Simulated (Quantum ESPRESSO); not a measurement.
A run of Quantum ESPRESSO 7.5 is set up as follows.

File pw.in:

```
&CONTROL
  calculation = 'vc-relax'
  prefix = 'pwscf'
  outdir = './tmp'
  pseudo_dir = './pseudo'
  tprnfor = .true.
  tstress = .true.
  disk_io = 'low'
  nstep = 40
  forc_conv_thr = 0.0004
  etot_conv_thr = 1d-05
/
&SYSTEM
  ibrav = 0
  nat = 1
  ntyp = 1
  ecutwfc = 70
  nbnd = 13
  input_dft = 'blyp'
  occupations = 'smearing'
  smearing = 'mv'
  degauss = 0.01469973
  vdw_corr = 'grimme-d3'
  dftd3_version = 3
/
&ELECTRONS
  conv_thr = 2d-10
  electron_maxstep = 120
  mixing_beta = 0.9
  mixing_mode = 'local-TF'
/
&IONS
  ion_dynamics = 'bfgs'
/
&CELL
  cell_dynamics = 'bfgs'
  press = 0
  press_conv_thr = 0.3
/
ATOMIC_SPECIES
Mo    95.9500 Mo_ONCV_PBE-1.2.upf
CELL_PARAMETERS bohr
   5.3374949673   -0.0341126557   -0.0913888561
  -2.6982899123    4.3795275614    0.0274998048
  -0.0853643337   -0.0196243712    4.7948603563
ATOMIC_POSITIONS bohr
Mo    -0.0426821668   -0.0098121856    2.3974301781
K_POINTS automatic
6 6 6 0 0 0
```

Potentials or basis: SG15 PBE 1.2.

The run is started by

```console
$ OMP_NUM_THREADS=1 pw.x -in pw.in > pw.out
```

(1) What does it give for the band gap on the k mesh?

(2) Estimate the space group after relaxing (to 0.05 Å).

(3) Predict the relaxed volume.

(4) Predict the relaxed cell.

Answers

(1) none (metal or under the smearing width).

(2) Fmmm (No. 69).

(3) 15.34 Å³/atom.

(4) a = 4.317 Å, b = 2.673 Å, c = 3.101 Å, α = 56.30°, β = 133.40°, γ = 143.86°.

Caveat: the k mesh is coarse (spacing up to 0.45 Å⁻¹), so the values aren't converged; the potentials were made for another functional, which shifts forces and pressure; pairwise dispersion overbinds metals, which lowers pressure and volume.
